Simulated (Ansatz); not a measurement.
**One structure, 3 elements: TiS2, ZrS2, HfS2**

Plane-wave DFT in Ansatz with scalar-relativistic PAW potentials, cutoff 420 eV, Γ-centred meshes chosen by cell and gap, Gaussian smearing with energies taken to zero width. Every cell was relaxed (cell and atoms) in a run of its own, within the symmetry of its start. Functional: PBEsol.

All members share space group P-3m1 and the same sites; only the element on one set of sites changes (Ti, Zr, Hf). Members needn't be the stable form of their composition. Energies over the elements, where given, are against the elements' standard states in the same functional (H₂, N₂, O₂ and halogens uncorrected, Hg as a solid). The first member:

Space group P-3m1 (No. 164). a = 3.351 Å, b = 3.351 Å, c = 5.643 Å, α = 90.00°, β = 90.00°, γ = 120.00°
```csv
atom,site,symmetry,x,y,z
Ti,1a,-3m.,0.0000,0.0000,0.0000
S,2d,3m.,0.3333,0.6667,0.2524
```

```csv
compound,V (Å³/atom),a (Å),c (Å),gap on mesh (eV),energy over elements (eV/atom)
TiS2,18.30,3.351,5.643,0.00,-1.356
HfS2,22.15,3.592,5.946,0.93,-1.589
```

Task: Predict the member with Zr.

Result: V (Å³/atom) 22.36, a (Å) 3.627, c (Å) 5.887, gap on mesh (eV) 0.77, energy over elements (eV/atom) -1.579. Interpolating linearly in period between Ti and Hf would give 20.22 Å³/atom (9.6 % too small), with -1.472 eV/atom over the elements. Over the whole series the volume has no steady trend down the group (least for Ti); a gap opens only for Zr, Hf (gaps under about 0.1 eV aren't resolved; a zero can be real, or an error of the semilocal functional, which closes small gaps); binding against the elements strengthens. Hf is no larger than Zr here (22.15 against 22.36 Å³/atom), as one expects from the lanthanide contraction and relativistic shrinking of 6s.

Spin-orbit coupling is left out, which matters for the bands of heavy elements. Each cell of HfS2, TiS2, ZrS2 holds layers, and where no dispersion correction was added their binding is poorly described.